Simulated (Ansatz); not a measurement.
# Ge (Imma) in Ansatz: notebook

One crystal, Ge, is run at these levels: BLYP, r2SCAN; tasks: band structure.

Everything below comes from runs of Ansatz 0.2.0. Logs are shortened: lines on timing, memory, paths and dates and some standing lists are left out, and cuts for length are marked.

## 1. The crystal as given

The structure is orthorhombic, space group Imma (No. 74). The conventional cell has a = 4.992 Å, b = 5.302 Å, c = 2.874 Å, α = 90.00°, β = 90.00°, γ = 90.00°. Ge (site symmetry mm2) is surrounded by 6 Ge at 2.68 to 2.87 Å.

This isn't the form of Ge at room conditions, which is diamond.

## 2. Band structure, BLYP

Contents of input.yaml:

```yaml
crystal:
  lattice:
    - [-2.495898, 2.650863, 1.436947]
    - [2.495898, -2.650863, 1.436947]
    - [2.495898, 2.650863, -1.436947]
  atoms:
    - { symbol: Ge, position: [0.314057, 0.064057, 0.25] }
    - { symbol: Ge, position: [0.685943, 0.935943, 0.75] }
hamiltonian:
  xc: blyp
  pseudopotentials: { kind: paw }
kpoints:
  mp_grid: { grid: [11, 11, 11] }
  band_path:
    path:
      - [[0.0, 0.0, 0.0], [0.3234593264, 0.3234593264, -0.3234593264], [0.2950845098, 0.3518341431, -0.2950845098], [0.0, 0.5, 0.0], [0.25, 0.25, 0.25], [0.5, 0.0, 0.0], [0.6765406736, -0.3234593264, 0.3234593264], [0.5, -0.5, 0.5], [0.0, 0.0, 0.0], [-0.4716251834, 0.4716251834, 0.4716251834], [0.0, 0.0, 0.5], [0.25, 0.25, 0.25]]
      - [[-0.2950845098, 0.6481658569, 0.2950845098], [-0.4716251834, 0.4716251834, 0.4716251834]]
      - [[0.4716251834, -0.4716251834, 0.5283748166], [0.5, -0.5, 0.5]]
    npoints: 14
scf:
  occupations: { method: fermi_dirac, width: 0.05 }
  n_extra_bands: 6
output:
  forces: true
  stress: true
  eigenvalues: true
  fatbands: true
```

Potentials or basis: Ansatz PAW.

Launch:

```sh
$ ansatz run input.yaml --threads 2 --pin off --max-ram 5632MiB --backend cpu --events-out ev --progress --plain --runs-dir out
```

Log:

```text
Warning: RAYON_NUM_THREADS=2 ignored (pool sized by the plan → 2); use --threads N
scf.n_extra_bands = 6 over 14 filled bands (N_el = 28.0): the run solves 20 bands
Engine: ansatz 0.2.0, x86_64-unknown-linux-gnu
Pseudopotentials: kind: paw
Pseudopotential: Ge, paw, valence charge 14, recommended cutoff 420 eV (normal), Ge.paw.azcp
Functional definition: BLYP
  parameter beta = 0.0042
  parameter a = 0.04918
  parameter b = 0.132
  parameter c = 0.2533
  parameter d = 0.349
  exchange = b88_x(beta = beta)
  correlation = lyp_c(a = a, b = b, c = c, d = d)
Crystal: 2 atoms, lattice volume = 38.029 Å³
Basis set: ecut = 420 eV, 765 PW (Γ), exchange–correlation on 54×54×54 points (8 copies of the dense FFT grid, shifted against one another)
Bands: 20, of which v1, the nominal top of the filled ones, is band 14 counted from 1 (13 counted from 0)
Symmetry: 8 space group operations
Space group: Imma (ITA 74), of the structure as read, at distance tolerance 3.4e-5 Å
k-points: 216 of 1331
Non-local potential: Ge, projectors of the file, l = 0: 2, l = 1: 2, l = 2: 3, l = 3: 1
PAW form: soft (Blöchl's): semilocal exchange-correlation on the pseudo side does not see the compensation charge
PAW frozen core: Ge, regenerated for the run's functional, and the local potential with it (the file was generated under x = pbe(κ = 0.804, μ = 0.2195149727645171), c = pbe(β = 0.06672455060314922))
PAW one-centre angular grid: Ge, 590 points (default); XC on 64 Gauss nodes
Initial density: superposition of atomic densities (neutral atoms: chi_scale 0, normalization atom), corrected by the library's trained network
Initial wavefunctions: pseudopotential atomic-orbital guess
Functional: x = b88, c = lyp
SCF iter   1: F=—  HF=-8609.580013 eV  |F-HF|=—  |Δ(HF+E_count)|=         —  Δρ=8.57e-3  dr2=2.41e-2  ethr=1.77e-3  ⟨swp⟩=5.8  Hψ=20118  notcnv=0  defer=64
preconditioner: auto → Kerker (q_TF=auto, 2.593 Å⁻¹)  [metal: Δε(μ)=0.019 eV  Ē_g=25.541 eV  σ=0.050 eV  W_gap=0.09  n_scr=16 (ndim 8)  ℏωp=31.9 eV  f_vac=0.000  D(μ)=0.85/eV (n_scr^D=4)]
SCF iter   2: F=—  HF=-8609.575126 eV  |F-HF|=—  |Δ(HF+E_count)|=   4.89e-3  Δρ=5.57e-3  dr2=1.15e-2  ethr=8.60e-5  ⟨swp⟩=1.1  Hψ=6062  notcnv=0  defer=96
SCF iter   3: F=—  HF=-8609.571994 eV  |F-HF|=—  |Δ(HF+E_count)|=   3.13e-3  Δρ=1.06e-3  dr2=2.75e-4  ethr=4.11e-5  ⟨swp⟩=2.0  Hψ=5945  notcnv=0  defer=96
SCF iter   4: F=—  HF=-8609.572172 eV  |F-HF|=—  |Δ(HF+E_count)|=   1.78e-4  Δρ=7.64e-4  dr2=9.87e-5  ethr=9.82e-7  ⟨swp⟩=2.0  Hψ=7116  notcnv=0  defer=96
SCF iter   5: F=—  HF=-8609.571983 eV  |F-HF|=—  |Δ(HF+E_count)|=   1.89e-4  Δρ=1.49e-4  dr2=5.38e-6  ethr=3.52e-7  ⟨swp⟩=2.0  Hψ=7109  notcnv=0  defer=96
SCF iter   6: F=—  HF=-8609.571985 eV  |F-HF|=—  |Δ(HF+E_count)|=   2.19e-6  Δρ=4.60e-5  dr2=6.31e-7  ethr=1.92e-8  ⟨swp⟩=2.0  Hψ=7088  notcnv=0  defer=96
SCF iter   7: F=-8609.571986 eV  HF=-8609.571986 eV  |F-HF|=6.04e-9  |Δ(HF+E_count)|=   3.76e-7  Δρ=5.16e-6  dr2=8.14e-9  ethr=3.57e-10  ⟨swp⟩=7.3  Hψ=18252  notcnv=0
SCF 1 converged in 7 iterations: F = -8609.571986 eV  dr2 = 8.14e-9
NSCF: frozen V_eff on 185 k-points
SCF converged after 7 iterations
Free energy (F): -8609.571986 eV
Harris-Foulkes:  -8609.571986 eV  (|F-HF|=6.04e-9)
Internal energy: -8609.565220 eV  (E = F + TS)
E sigma→0 (E₀):  -8609.568603 eV
Entropy (-TS):   -0.006765 eV (-3.383 meV/atom)
Fermi energy:    11.263392 eV
--- Per-component energies (eV) ---
  E_band       = -221.432832
  E_kinetic    = 223.408167
  E_local      = -4325.393067  (includes V_loc(G=0)·N_el)
  E_nonlocal   = 823.553988
  E_hartree    = 1898.902668
  E_xc         = -149.359515
  E_vxc        = -126.124152  (∫ρ·V_xc dr)
  E_paw        = -4057.577706  (= ΣΔE_a)
  E_vpaw       = -614.683806  (= ΣTr[D̂ρ^β])
  E_aug_tail   = 0.000662  (compensation charges beyond the density's cutoff)
  E_ewald      = -3023.321753
  E_core_change = 0.221336  (= ΣΔE_core)
  E_smearing   = -0.006765  (= −TS)
  E_closure    = -0.000000  (closes the sum)
  Σ components = -8609.571986   (vs F -8609.571986, Δ=0.00e0)
--- Forces (eV/Å), atoms counted from 1 ---
  atom   1  Ge     0.00000000     0.00000000     0.07674441
  atom   2  Ge     0.00000000     0.00000000    -0.07674441
  max |Σ_I F_I| component: 1.39e-17 eV/Å
--- Stress (GPa, compression-positive) ---
        8.647749       0.000000       0.000000
        0.000000       6.549783       0.000000
        0.000000       0.000000       7.072535
  P = ⅓ Tr σ = 7.4234 GPa (74.234 kbar)
--- Band table (eV; the first three rows and the last of 216) ---
  k-point 0: bands = ["-13.5803", "-13.5037", "-13.5019", "-13.4955", "-13.4651", "-13.4278", "-13.3687", "-13.3648", "-13.3350", "-13.2671", "-1.8456", "7.1923", "8.9184", "9.3524", "15.1567", "18.1018", "18.2372", "18.9376", "19.2876", "22.0615"]
  k-point 1: bands = ["-13.5754", "-13.5064", "-13.5029", "-13.4918", "-13.4609", "-13.4258", "-13.3693", "-13.3665", "-13.3375", "-13.2726", "-1.7549", "6.4316", "9.2116", "9.7294", "15.6038", "17.3431", "18.2269", "18.8396", "18.9375", "22.7497"]
  k-point 2: bands = ["-13.5612", "-13.5120", "-13.5055", "-13.4813", "-13.4515", "-13.4201", "-13.3716", "-13.3712", "-13.3450", "-13.2882", "-1.4831", "5.1178", "9.5378", "10.5263", "16.0798", "16.8607", "17.5496", "18.4541", "18.5981", "23.0843"]
  k-point 215: bands = ["-13.5558", "-13.4948", "-13.4645", "-13.4378", "-13.4149", "-13.4073", "-13.3947", "-13.3858", "-13.3721", "-13.3704", "2.0950", "2.5823", "5.6304", "6.2351", "15.6340", "18.2158", "21.5941", "21.8208", "23.5623", "27.1890"]
```

Wall time 7.1 s (2 threads of Intel Xeon at 2.70GHz, shared host); peak memory 0.44 GiB.

What came out:

```
Free energy            : -8609.5720 eV
Pressure               : 7.4 GPa
Largest force          : 0.077 eV/Å
Band gap on the k mesh : none (metal or under the smearing width)
```

Forces on the atoms (eV/Å):
```
Ge   0.000  0.000  0.077
Ge   0.000  0.000 -0.077
```

Stress tensor (GPa, compression positive):
```
8.65 0.00 0.00
0.00 6.55 0.00
0.00 0.00 7.07
```

Levels at the corners of the path, in eV from the Fermi level:
```csv
point,band 10,band 11,band 12,band 13,band 14,band 15,band 16,band 17,band 18,band 19
Γ,-24.53,-13.11,-4.07,-2.34,-1.91,3.89,6.84,6.97,7.67,8.02
X,-24.58,-7.62,-6.72,-3.64,-3.54,-3.18,3.51,5.57,7.55,11.01
L,-24.58,-7.63,-6.75,-3.77,-3.63,-2.84,3.35,5.75,7.45,11.12
T,-24.55,-8.33,-5.85,-3.60,-2.24,-1.79,3.51,3.92,6.44,8.68
W,-24.61,-7.13,-7.13,-4.19,-4.19,3.76,3.76,5.04,5.04,8.27
R,-24.62,-8.15,-7.02,-1.99,-1.56,-0.75,1.67,3.11,4.24,9.57
X1,-24.58,-7.62,-6.72,-3.64,-3.54,-3.18,3.51,5.57,7.55,11.01
Z,-24.64,-9.22,-8.36,-5.68,-5.45,4.33,6.92,10.47,10.97,12.46
Γ,-24.53,-13.11,-4.07,-2.34,-1.91,3.89,6.84,6.97,7.67,8.02
Y,-24.63,-9.20,-8.49,-5.66,-5.27,4.34,6.94,10.41,10.81,12.39
S,-24.63,-10.39,-10.39,0.65,0.65,2.27,2.27,6.64,6.64,10.89
W,-24.61,-7.13,-7.13,-4.19,-4.19,3.76,3.76,5.04,5.04,8.27
L1,-24.58,-7.63,-6.75,-3.77,-3.63,-2.84,3.35,5.75,7.45,11.12
Y,-24.63,-9.20,-8.49,-5.66,-5.27,4.34,6.94,10.41,10.81,12.39
Y1,-24.63,-9.20,-8.49,-5.66,-5.27,4.34,6.94,10.41,10.81,12.39
Z,-24.64,-9.22,-8.36,-5.68,-5.45,4.33,6.92,10.47,10.97,12.46
```

Caveat: the PAW data sets come from PBE, with cores solved anew for the run's functional, which leaves a small shift of forces and pressure.

## 3. Band structure, r2SCAN

input.yaml, as its differences from that of step 2:

```diff
@@ -9,3 +9,3 @@
 hamiltonian:
-  xc: blyp
+  xc: r2scan
   pseudopotentials: { kind: paw }
@@ -26,2 +26,2 @@
   eigenvalues: true
-  fatbands: true
+  fatbands: false
```

Potentials or basis: Ansatz PAW.

Launch:

```sh
$ ansatz run input.yaml --threads 2 --pin off --max-ram 5632MiB --backend cpu --events-out ev --progress --plain --runs-dir out
```

Log:

```text
Warning: RAYON_NUM_THREADS=2 ignored (pool sized by the plan → 2); use --threads N
scf.n_extra_bands = 6 over 14 filled bands (N_el = 28.0): the run solves 20 bands
Engine: ansatz 0.2.0, x86_64-unknown-linux-gnu
Pseudopotentials: kind: paw
Pseudopotential: Ge, paw, valence charge 14, recommended cutoff 500 eV (meta_gga), Ge.paw.azcp
Functional definition: r2SCAN
  parameter k0 = 0.174
  parameter k1 = 0.065
  parameter a1 = 4.9479
  exchange = r2scan_x(k0 = k0, k1 = k1, a1 = a1)
  correlation = r2scan_c
Crystal: 2 atoms, lattice volume = 38.029 Å³
Basis set: ecut = 500 eV, 953 PW (Γ), exchange–correlation on 120×120×120 points (64 copies of the dense FFT grid, shifted against one another)
Bands: 20, of which v1, the nominal top of the filled ones, is band 14 counted from 1 (13 counted from 0)
Symmetry: 8 space group operations
Space group: Imma (ITA 74), of the structure as read, at distance tolerance 3.4e-5 Å
k-points: 216 of 1331
Non-local potential: Ge, projectors of the file, l = 0: 2, l = 1: 2, l = 2: 3, l = 3: 1
PAW form: soft (Blöchl's): semilocal exchange-correlation on the pseudo side does not see the compensation charge
PAW frozen core: Ge, regenerated for the run's functional (the file was generated under x = pbe(κ = 0.804, μ = 0.2195149727645171), c = pbe(β = 0.06672455060314922))
PAW one-centre angular grid: Ge, 590 points (default); XC on 160 Gauss nodes
Initial density: superposition of atomic densities (neutral atoms: chi_scale 0, normalization atom), corrected by the library's trained network
Initial wavefunctions: pseudopotential atomic-orbital guess
Functional: x = r2scan, c = r2scan; τ floored in thin density (d = 2e-4 eV/Å³)
[... 14 lines left out ...]
Internal energy: -8605.058122 eV  (E = F + TS)
E sigma→0 (E₀):  -8605.060863 eV
Entropy (-TS):   -0.005483 eV (-2.742 meV/atom)
Fermi energy:    10.725352 eV
--- Per-component energies (eV) ---
  E_band       = -250.668972
  E_kinetic    = 220.403932
  E_local      = -4331.654681  (includes V_loc(G=0)·N_el)
  E_nonlocal   = 835.412694
  E_hartree    = 1897.736327
  E_xc         = -137.949843
  E_vxc        = -135.728807  (∫ρ·V_xc dr)
  E_paw        = -4063.513300  (= ΣΔE_a)
  E_vpaw       = -642.359289  (= ΣTr[D̂ρ^β])
  E_aug_tail   = 0.000034  (compensation charges beyond the density's cutoff)
  E_vtau       = 7.785700  (kinetic-family band-sum trace: ∫τ·v_τ [+ j·A + Jᵃ·Aᵃ] dr)
  E_ewald      = -3023.321753
  E_core_change = -2.171532  (= ΣΔE_core)
  E_smearing   = -0.005483  (= −TS)
  E_closure    = 0.000000  (closes the sum)
  Σ components = -8605.063605   (vs F -8605.063605, Δ=0.00e0)
--- Forces (eV/Å), atoms counted from 1 ---
  atom   1  Ge     0.00000000     0.00000000     0.09442584
  atom   2  Ge     0.00000000     0.00000000    -0.09442584
  max |Σ_I F_I| component: 1.39e-17 eV/Å
--- Stress (GPa, compression-positive) ---
       -0.165445       0.000000       0.000000
        0.000000      -2.452893       0.000000
        0.000000       0.000000      -1.367000
  P = ⅓ Tr σ = -1.3284 GPa (-13.284 kbar)
--- Band table (eV; the first three rows and the last of 216) ---
  k-point 0: bands = ["-14.7369", "-14.6582", "-14.6542", "-14.6474", "-14.6148", "-14.5734", "-14.5123", "-14.5055", "-14.4740", "-14.4039", "-3.0350", "6.8499", "8.1206", "8.6219", "14.6309", "18.0105", "18.2682", "19.0102", "19.3533", "21.8180"]
  k-point 1: bands = ["-14.7317", "-14.6610", "-14.6553", "-14.6435", "-14.6104", "-14.5713", "-14.5129", "-14.5074", "-14.4767", "-14.4098", "-2.9388", "5.8906", "8.4646", "9.1373", "15.1076", "17.1738", "18.2338", "18.8979", "18.9818", "22.5864"]
  k-point 2: bands = ["-14.7167", "-14.6666", "-14.6582", "-14.6321", "-14.6004", "-14.5652", "-14.5149", "-14.5130", "-14.4848", "-14.4264", "-2.6505", "4.4188", "8.8014", "10.0553", "15.7902", "16.4513", "17.4885", "18.4792", "18.6243", "23.0289"]
  k-point 215: bands = ["-14.7114", "-14.6466", "-14.6149", "-14.5874", "-14.5596", "-14.5518", "-14.5384", "-14.5322", "-14.5145", "-14.5134", "1.2107", "1.7501", "4.6745", "5.3195", "15.3929", "18.0124", "21.8518", "22.1817", "23.8385", "27.4267"]
```

bands.tsv:

```text
# k_distance	band_0	band_1	band_2	band_3	band_4	band_5	band_6	band_7	band_8	band_9	band_10	band_11	band_12	band_13	band_14	band_15	band_16	band_17	band_18	band_19
[... 207 lines left out ...]
9.910025	-25.436840	-25.370808	-25.331164	-25.321998	-25.284261	-25.274938	-25.265408	-25.257646	-25.241271	-25.239056	-9.565025	-8.598421	-6.100238	-5.882653	4.621493	7.253594	11.286613	11.910284	13.298689	17.377558
9.915127	-25.436841	-25.370801	-25.331053	-25.322111	-25.284257	-25.274924	-25.265418	-25.257647	-25.241279	-25.239058	-9.565328	-8.595747	-6.100535	-5.885928	4.621215	7.253392	11.287617	11.913154	13.299877	17.386055
9.920230	-25.436841	-25.370798	-25.331015	-25.322149	-25.284255	-25.274920	-25.265422	-25.257648	-25.241282	-25.239059	-9.565429	-8.594854	-6.100634	-5.887022	4.621123	7.253325	11.287951	11.914111	13.300273	17.388953
```

It took 14 s on 2 threads of Intel Xeon at 2.70GHz, shared host; peak memory 0.58 GiB.

Results:

```
Free energy            : -8605.0636 eV
Pressure               : -1.3 GPa
Largest force          : 0.094 eV/Å
Band gap on the k mesh : none (metal or under the smearing width)
```

Forces on the atoms (eV/Å):
```
Ge   0.000  0.000  0.094
Ge   0.000  0.000 -0.094
```

Stress tensor (GPa, compression positive):
```
-0.17  0.00  0.00
 0.00 -2.45  0.00
 0.00  0.00 -1.37
```

Levels at the corners of the path, in eV from the Fermi level:
```tsv
point	band 10	band 11	band 12	band 13	band 14	band 15	band 16	band 17	band 18	band 19
Γ	-25.13	-13.76	-3.88	-2.60	-2.10	3.91	7.29	7.54	8.28	8.63
X	-25.18	-7.78	-6.88	-3.95	-3.87	-3.48	3.95	5.85	7.88	11.37
L	-25.18	-7.79	-6.92	-4.11	-3.93	-3.11	3.76	6.07	7.77	11.51
T	-25.15	-8.56	-6.19	-3.52	-2.50	-1.98	3.54	4.21	6.90	9.01
W	-25.22	-7.29	-7.29	-4.56	-4.56	4.02	4.02	5.43	5.43	8.54
R	-25.23	-8.41	-7.30	-2.01	-1.70	-0.88	1.63	3.38	4.58	10.02
X1	-25.18	-7.78	-6.88	-3.95	-3.87	-3.48	3.95	5.85	7.88	11.37
Z	-25.24	-9.57	-8.59	-6.10	-5.89	4.62	7.25	11.29	11.91	13.30
Γ	-25.13	-13.76	-3.88	-2.60	-2.10	3.91	7.29	7.54	8.28	8.63
Y	-25.24	-9.55	-8.76	-6.08	-5.68	4.64	7.27	11.22	11.73	13.22
S	-25.24	-10.87	-10.87	0.60	0.60	2.52	2.52	7.13	7.13	11.28
W	-25.22	-7.29	-7.29	-4.56	-4.56	4.02	4.02	5.43	5.43	8.54
L1	-25.18	-7.79	-6.92	-4.11	-3.93	-3.11	3.76	6.07	7.77	11.51
Y	-25.24	-9.55	-8.76	-6.08	-5.68	4.64	7.27	11.22	11.73	13.22
Y1	-25.24	-9.55	-8.76	-6.08	-5.68	4.64	7.27	11.22	11.73	13.22
Z	-25.24	-9.57	-8.59	-6.10	-5.89	4.62	7.25	11.29	11.91	13.30
```

Caveat: the PAW data sets come from PBE, with cores solved anew for the run's functional, which leaves a small shift of forces and pressure.
